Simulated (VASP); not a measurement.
# V (P6_3/mmc) in VASP: notebook

Runs on V. Level: PBE. Tasks: single point.

Everything below comes from runs of VASP 6.6.1. Logs are shortened: lines on timing, memory, paths and dates and some standing lists are left out, and cuts for length are marked.

## 1. The cell of the first run

The structure is hexagonal, space group P6_3/mmc (No. 194). The conventional cell has a = 2.735 Å, b = 2.735 Å, c = 4.960 Å, α = 90.00°, β = 90.00°, γ = 120.00°. V (site symmetry -6m2) is surrounded by 12 V at 2.73 to 2.94 Å.

This isn't the form of V at room conditions, which is bcc.

## 2. Single point, PBE (strain +0.050 along x and y, +0.050 along z, atoms carried along)

Contents of INCAR:

```
SYSTEM = V
ALGO = Fast
EDIFF = 1E-6
ENCUT = 520
GGA = PE
ISIF = 2
ISMEAR = 0
LASPH = .TRUE.
LCHARG = .FALSE.
LREAL = .FALSE.
LWAVE = .FALSE.
NBANDS = 20
NELM = 100
PREC = Accurate
SIGMA = 0.15
```

Contents of KPOINTS:

```
k-points
0
G
  21 21 10
  0 0 0
```

Contents of POSCAR:

```
V
1.0
    2.7345088078      0.0000000000      0.0000000000
   -1.3672544039      2.3681540944      0.0000000000
    0.0000000000      0.0000000000      4.9595028000
V
2
Direct
    0.6666666667      0.3333333333      0.7500000000
    0.3333333333      0.6666666667      0.2500000000
```

Potentials or basis: VASP PAW PBE potentials, release 64 (V_sv).

Command:

```
cat potpaw_PBE.64/V_sv/POTCAR > POTCAR
mpirun -np 1 vasp_std > vasp.out
```

OUTCAR:

```text
SYSTEM = V
   EDIFF = 1E-6
   ENCUT = 520
   GGA = PE
   ISIF = 2
   ISMEAR = 0
   LASPH = .TRUE.
   LREAL = .FALSE.
   NELM = 100
   PREC = Accurate

 ion  position               nearest neighbor table
   1  0.667  0.333  0.750-
   2  0.333  0.667  0.250-

  LATTYP: Found a hexagonal cell.
 ALAT       =     2.7345088078
 C/A-ratio  =     1.8136722712

  Lattice vectors:

 A1 = (   2.7345088078,   0.0000000000,   0.0000000000)
 A2 = (  -1.3672544039,   2.3681540944,   0.0000000000)
 A3 = (   0.0000000000,   0.0000000000,   4.9595028000)

Analysis of symmetry for initial positions (statically):
=====================================================================
 Subroutine PRICEL returns:
 Original cell was already a primitive cell.

 Routine SETGRP: Setting up the symmetry group for a
 hexagonal supercell.

 Subroutine GETGRP returns: Found 24 space group operations
 (whereof 12 operations were pure point group operations)
 out of a pool of 24 trial point group operations.

The static configuration has the point symmetry D_3d.
 The point group associated with its full space group is D_6h.

Analysis of symmetry for dynamics (positions and initial velocities):
=====================================================================
 Subroutine PRICEL returns:
 Original cell was already a primitive cell.

 Routine SETGRP: Setting up the symmetry group for a
 hexagonal supercell.

 Subroutine GETGRP returns: Found 24 space group operations
 (whereof 12 operations were pure point group operations)
 out of a pool of 24 trial point group operations.

The dynamic configuration has the point symmetry D_3d.
 The point group associated with its full space group is D_6h.

 Subroutine INISYM returns: Found 24 space group operations
 (whereof 12 operations are pure point group operations),
 and found     1 'primitive' translations

----------------------------------------------------------------------------------------

                                     Primitive cell

  volume of cell :      32.1164

  direct lattice vectors                    reciprocal lattice vectors
     2.734508808  0.000000000  0.000000000     0.365696390  0.211134909  0.000000000
    -1.367254404  2.368154094  0.000000000     0.000000000  0.422269819  0.000000000
     0.000000000  0.000000000  4.959502800     0.000000000  0.000000000  0.201633115

  length of vectors
     2.734508808  2.734508808  4.959502800     0.422269819  0.422269819  0.201633115

  position of ions in fractional coordinates (direct lattice)
     0.666666667  0.333333333  0.750000000
     0.333333333  0.666666667  0.250000000

  ion indices of the primitive-cell ions
   primitive index   ion index
                 1           1
                 2           2

----------------------------------------------------------------------------------------

 KPOINTS: k-points

Automatic generation of k-mesh.
 Grid dimensions read from file:
 generate k-points for:   21   21   10

 Generating k-lattice:

  Cartesian coordinates                     Fractional coordinates (reciprocal lattice)
     0.017414114  0.010054043  0.000000000     0.047619048  0.000000000  0.000000000
     0.000000000  0.020108087  0.000000000     0.000000000  0.047619048  0.000000000
     0.000000000  0.000000000  0.020163312     0.000000000  0.000000000  0.100000000

  Length of vectors
     0.020108087  0.020108087  0.020163312

  Shift w.r.t. Gamma in fractional coordinates (k-lattice)
     0.000000000  0.000000000  0.000000000

 Subroutine IBZKPT returns following result:
 ===========================================

 Found    288 irreducible k-points:

 Following reciprocal coordinates:
            Coordinates               Weight
  0.000000  0.000000  0.000000      1.000000
  0.047619  0.000000  0.000000      6.000000
  0.095238 -0.000000  0.000000      6.000000
  0.142857  0.000000  0.000000      6.000000
  0.190476 -0.000000  0.000000      6.000000
  0.238095  0.000000  0.000000      6.000000
[... 16 lines left out ...]
  0.142857  0.095238  0.000000     12.000000
  0.190476  0.095238  0.000000     12.000000
 [... further k-points ...]
   k-points           NKPTS =    288   k-points in BZ     NKDIM =    288   number of bands    NBANDS=     20
   number of dos      NEDOS =    301   number of ions     NIONS =      2
   total plane-waves  NPLWV =  16000
   dimension x,y,z NGX =    20 NGY =   20 NGZ =   40
   dimension x,y,z NGXF=    40 NGYF=   40 NGZF=   80
   ions per type =               2
   NGX,Y,Z   is equivalent  to a cutoff of  12.16, 12.16, 13.41 a.u.
   NGXF,Y,Z  is equivalent  to a cutoff of  24.32, 24.32, 26.82 a.u.
 SYSTEM =  V
   PREC   = accura    normal or accurate (medium, high low for compatibility)
   ISTART =      0    job   : 0-new  1-cont  2-samecut
   ICHARG =      2    charge: 1-file 2-atom 10-const
   ISPIN  =      1    spin polarized calculation?
   LNONCOLLINEAR =      F non collinear calculations
   LSORBIT =      F    spin-orbit coupling
   LASPH  =      T    aspherical Exc in radial PAW
   ENCUT  =  520.0 eV  38.22 Ry    6.18 a.u.   5.08  5.08  9.22*2*pi/ulx,y,z
   NELM   =    100;   NELMIN=  2; NELMDL= -5     # of ELM steps
   EDIFF  = 0.1E-05   stopping-criterion for ELM
   LREAL  =      F    real-space projection
   EDIFFG = 0.1E-04   stopping-criterion for IOM
   NSW    =      0    number of steps for IOM
   IBRION =     -1    ionic relax: 0-MD 1-quasi-New 2-CG
   NFREE  =      0    steps in history (QN), initial steepest desc. (CG)
   ISIF   =      2    stress and relaxation
   ISYM   =      2    0-nonsym 1-usesym 2-fastsym
   POTIM  = 0.5000    time-step for ionic-motion
   TEBEG  =    0.0;   TEEND  =   0.0 temperature during run
   PSTRESS=    0.0 pullay stress
   NELECT =      26.0000    total number of electrons
   NUPDOWN=      -1.0000    fix difference up-down
   EMIN   =  10.00;   EMAX   =-10.00  energy-range for DOS
   EFERMI =   0.00;   METHOD = LEGACY
   ISMEAR =     0;   SIGMA  =   0.15  broadening in eV -4-tet -1-fermi 0-gaus
   EFERMI_NEDOS =   21; number of points for ismear=-14 and -15
   IALGO  =     68    algorithm
   IMIX   =      4    mixing-type and parameters
     AMIX     =   0.40;   BMIX     =  1.00
     AMIX_MAG =   1.60;   BMIX_MAG =  1.00
  volume/ion in A,a.u.               =      16.06       108.37
  Fermi-wavevector in a.u.,A,eV,Ry     =   1.525774  2.883294 31.674166  2.327986
  Thomas-Fermi vector in A             =   2.633898
   LORBIT       =      0    0 simple, 1 ext, 2 COOP (PROOUT), +10 PAW based schemes
   GGA     = PE    functional components
   LHFCALC =     F    Hartree Fock is set to
   AEXX    =    0.0000 exact exchange contribution
   IVDW    =     0    specifies the selected vdW correction
   LEPSILON=     F    determine dielectric tensor
   LRPA    =     F    only Hartree local field effects (RPA)
 non-spin polarized calculation
 RMM-DIIS sequential band-by-band and
 Gauss-broadening in eV      SIGMA  =   0.15
  energy-cutoff  :      520.00
  volume of cell :       32.12
 maximum number of plane-waves:       894
   NGX = 11   NGY = 11   NGZ = 19

 number of electron      26.0000011 magnetization

 Free energy of the ion-electron system (eV)
  ---------------------------------------------------
  ext. energy  EPLUGINS =         0.00000000
  ---------------------------------------------------
  free energy    TOTEN  =       -17.20537703 eV

  energy without entropy =      -17.15594347  energy(sigma->0) =      -17.18066025

 E-fermi :   7.9800     XC(G=0): -11.9627

 val. band max:        7.9787208356   @ k =   0.2381   0.0476   0.4000
 cond. band min:       7.9828939120   @ k =   0.2857   0.1905   0.2000
 fundamental gap:      0.0041730764
 Fermi energy:         7.9800044293

 k-point     1 :       0.0000    0.0000    0.0000
  band No.  band energies     occupation
      1     -56.1890      2.00000
      2     -56.1322      2.00000
      3     -30.1795      2.00000
      4     -29.7985      2.00000
      5     -29.6903      2.00000
      6     -29.6903      2.00000
[... 12 lines left out ...]
     19      10.3539      0.00000
     20      10.3539      0.00000

 k-point     2 :       0.0476    0.0000    0.0000
  band No.  band energies     occupation
      1     -56.1867      2.00000
      2     -56.1305      2.00000
      3     -30.1759      2.00000
      4     -29.7987      2.00000
      5     -29.7024      2.00000
      6     -29.6935      2.00000
[... 12 lines left out ...]
     19      10.3623      0.00000
     20      10.5103      0.00000

 k-point     3 :       0.0952   -0.0000    0.0000
  band No.  band energies     occupation
      1     -56.1800      2.00000
      2     -56.1255      2.00000
      3     -30.1650      2.00000
      4     -29.7994      2.00000
      5     -29.7375      2.00000
      6     -29.7029      2.00000
[... 12 lines left out ...]
     19      10.3824      0.00000
     20      10.9107      0.00000

 k-point     4 :       0.1429    0.0000    0.0000
  band No.  band energies     occupation
      1     -56.1695      2.00000
      2     -56.1178      2.00000
      3     -30.1475      2.00000
      4     -29.8008      2.00000
      5     -29.7925      2.00000
      6     -29.7573      2.00000
[... 12 lines left out ...]
     19      10.4044      0.00000
     20      11.4607      0.00000

 k-point     5 :       0.1905   -0.0000    0.0000
  band No.  band energies     occupation
      1     -56.1560      2.00000
      2     -56.1080      2.00000
      3     -30.1246      2.00000
      4     -29.8626      2.00000
      5     -29.8266      2.00000
      6     -29.8033      2.00000
[... 12 lines left out ...]
     19      10.4210      0.00000
     20      12.1051      0.00000
[... 353 lines left out ...]
      6     -29.8503      2.00000
[... 12 lines left out ...]
     19      11.7464      0.00000
     20      13.0703      0.00000

 k-point    22 :       0.0952    0.0952    0.0000
  band No.  band energies     occupation
      1     -56.1636      2.00000
      2     -56.1134      2.00000
      3     -30.1375      2.00000
      4     -29.8159      2.00000
      5     -29.8017      2.00000
      6     -29.7935      2.00000
[... 12 lines left out ...]
     19      10.3745      0.00000
     20      11.7660      0.00000

 k-point    23 :       0.1429    0.0952    0.0000
  band No.  band energies     occupation
      1     -56.1506      2.00000
      2     -56.1042      2.00000
      3     -30.1151      2.00000
      4     -29.8774      2.00000
      5     -29.8571      2.00000
      6     -29.8045      2.00000
[... 12 lines left out ...]
     19      10.3618      0.00000
     20      12.3813      0.00000

 k-point    24 :       0.1905    0.0952    0.0000
  band No.  band energies     occupation
      1     -56.1358      2.00000
      2     -56.0939      2.00000
      3     -30.0887      2.00000
      4     -29.9490      2.00000
      5     -29.9248      2.00000
      6     -29.8088      2.00000
[... 12 lines left out ...]
     19      10.3483      0.00000
     20      13.0722      0.00000

 [... further k-points ...]

------------------------ aborting loop because EDIFF is reached ----------------------------------------

  FORCE on cell =-STRESS in cart. coord.  units (eV):
  Direction    XX          YY          ZZ          XY          YZ          ZX
  --------------------------------------------------------------------------------------
  -------------------------------------------------------------------------------------
  Total       -3.7509863     -3.7509863     -3.8379649      0.0000000     -0.0000000      0.0000000
  in kB     -187.1236328   -187.1236328   -191.4626896      0.0000000     -0.0000000      0.0000000
  external PRESSURE =    -188.5699851 kB  Pullay stress =       0.0000000 kB

 VOLUME and BASIS-vectors are now :
 -----------------------------------------------------------------------------
  energy-cutoff  :      520.00
  volume of cell :       32.12
      direct lattice vectors                 reciprocal lattice vectors
     2.734508808  0.000000000  0.000000000     0.365696390  0.211134909  0.000000000
    -1.367254404  2.368154094  0.000000000     0.000000000  0.422269819  0.000000000
     0.000000000  0.000000000  4.959502800     0.000000000  0.000000000  0.201633115

 POSITION                                       TOTAL-FORCE (eV/Angst)
 -----------------------------------------------------------------------------------
      1.36725      0.78938      3.71963        -0.000000      0.000000      0.000000
     -0.00000      1.57877      1.23988         0.000000     -0.000000      0.000000
 -----------------------------------------------------------------------------------
    total drift:                               -0.000000      0.000000     -0.000000

  FREE ENERGIE OF THE ION-ELECTRON SYSTEM (eV)
  ---------------------------------------------------
  free  energy   TOTEN  =       -17.2053770341 eV

  energy  without entropy=      -17.1559434702  energy(sigma->0) =      -17.18066025
```

Wall time 1.8 min (1 thread of Intel Xeon Platinum 8488C (Sapphire Rapids), shared host); peak memory 0.25 GiB.

Results:

- Free energy: -17.2054 eV
- Pressure: -18.9 GPa
- Band gap on the k mesh: none (metal or under the smearing width)

Caveat: so large a pressure means that the cell lies far from this level's equilibrium, or that cutoff or potentials fall short.

## 3. Single point, PBE (strain -0.050 along x and y, +0.025 along z, atoms carried along)

Contents of INCAR:

```
SYSTEM = V
PREC = Accurate
ENCUT = 520
EDIFF = 1E-6
ISMEAR = 0
SIGMA = 0.15
LREAL = .False.
LASPH = .True.
NELM = 100
ALGO = Fast
ISIF = 2
LWAVE = .False.
LCHARG = .False.
GGA = PE
NBANDS = 20
```

Contents of KPOINTS:

```
regular mesh
0
Gamma
  21 21 10
  0 0 0
```

Contents of POSCAR:

```
V
1.0
    2.4740793975      0.0000000000      0.0000000000
   -1.2370396987      2.1426156093      0.0000000000
    0.0000000000      0.0000000000      4.8414194000
V
2
Direct
    0.6666666667      0.3333333333      0.7500000000
    0.3333333333      0.6666666667      0.2500000000
```

Potentials or basis: VASP PAW PBE potentials, release 64 (V_sv).

Command:

```
cat potpaw_PBE.64/V_sv/POTCAR > POTCAR
mpirun -np 1 vasp_std > vasp.out
```

It took 74 s on 1 thread of Intel Xeon Platinum 8488C (Sapphire Rapids), shared host; peak memory 0.22 GiB.

The run converged. Its results:

- Free energy: -17.3074 eV
- Pressure: 16.2 GPa
- Band gap on the k mesh: none (metal or under the smearing width)

Stress tensor (GPa, compression positive):
```
23.49  0.00  0.00
 0.00 23.49  0.00
 0.00  0.00  1.75
```

Levels at points of the mesh, in eV from the Fermi level:
```
           k point  band 9  band 10  band 11  band 12  band 13  band 14  band 15  band 16  band 17  band 18
(0.00, 0.00, 0.00)   -7.01    -3.70    -1.23    -0.78     0.40     0.40     0.64     0.64     2.40     2.40
(0.00, 0.00, 0.50)   -5.30    -5.30    -1.53    -1.53     0.46     0.46     0.46     0.46     2.90     2.90
```

Caveat: so large a pressure means that the cell lies far from this level's equilibrium, or that cutoff or potentials fall short.
